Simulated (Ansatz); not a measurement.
# How S stores the work of compression

Computed with DFT PBEsol, scalar-relativistic, plane waves, PAW (Ansatz). Settings: 420 eV cutoff, 6×6×6 k-mesh, Gaussian smearing of 0.02 eV, no spin polarisation.

The relaxed crystal:

```xyz
6
Lattice="5.2095 3.0077 1.4592 -5.2095 3.0077 1.4592 0.0000 -6.0154 1.4592" Properties=species:S:1:pos:R:3 pbc="T T T"
S     1.2538    1.3878    1.7390
S    -1.8288    0.3919    1.7390
S     0.5750   -1.7797    1.7390
S    -1.2538   -1.3878    2.6387
S     1.8288   -0.3919    2.6387
S    -0.5750    1.7797    2.6387
```

Cell and atoms were relaxed at each target pressure within the start's symmetry (R-3), at zero temperature; other phases can be more stable under pressure. H = E + PV with P the target; E is the free energy at the smearing used, whose derivative the pressure is, per atom and counted from zero pressure. The mesh named is that at zero pressure; some other pressures ran on another.

| P (GPa) | V (Å³/atom) | E − E0 (meV) | H − H0 (meV) |
| --- | --- | --- | --- |
| 0 | 22.864 | 0.0 | 0.0 |
| 3 | 19.044 | 26.7 | 383.3 |
| 8 | 16.938 | 95.0 | 940.8 |
| 15 | 15.356 | 205.5 | 1643.2 |
| 30 | 13.496 | 457.0 | 2984.0 |
| 60 | 11.549 | 983.2 | 5308.1 |

Task: Thermodynamics gives dH/dP = V along a relaxed path. Integrate V over P by the trapezoid rule and compare with the computed enthalpies.

Result: With 1 eV/Å³ = 160.22 GPa, each step adds the mean volume times ΔP / 160.22:
```tsv
P (GPa)	∫V dP (meV)	H − H0 (meV)	difference (meV)
3	392.4	383.3	9.1
8	953.8	940.8	13.0
15	1659.3	1643.2	16.1
30	3009.9	2984.0	25.9
60	5354.6	5308.1	46.5
```

V(P) curves upward, so the trapezoid rule runs high; integrating a smooth curve through the same points (P as a polynomial of degree 4 in ln V) puts that excess at about 46.0 meV at 60 GPa, against the 46.5 meV found.

Task: At 60 GPa, how much of the enthalpy change is stored energy and how much is the PV term?

Result: E rises by 983 meV/atom and PV is 60 × 11.549 / 160.22 = 4325 meV/atom, so PV makes 81 % of ΔH. So between rival structures at high pressure a small difference in volume can outweigh the difference in energy: 1 % of this volume is worth 43.2 meV/atom at this pressure.

Task: What bulk modulus do the lowest pressures give?

Result: From the pressures that the runs reached, 0.00 GPa (22.864 Å³) and 3.05 GPa (19.044 Å³), B = −ΔP/Δln V = 3.05 / 0.1828 = 17 GPa, a mean over that range. Where layers or molecules are held by dispersion forces, this functional describes the zero-pressure volume and B poorly.

Task: The gap is 1.978 eV at 0.00 GPa and 1.574 eV at 3.05 GPa. What pressure coefficient and volume deformation potential follow?

Result: dE_g/dP = -132.6 meV/GPa, and a_V = dE_g/d ln V = −B dE_g/dP = 2.21 eV. A gap that closes or barely moves under pressure is usual where the conduction edge lies away from the zone centre, has d character, or where the bands broaden faster than they shift. The band edges lie at other k points in the two runs, so this is a mean over different edges. Gaps are Kohn–Sham gaps over the whole zone.

This form isn't the element's structure at ambient conditions.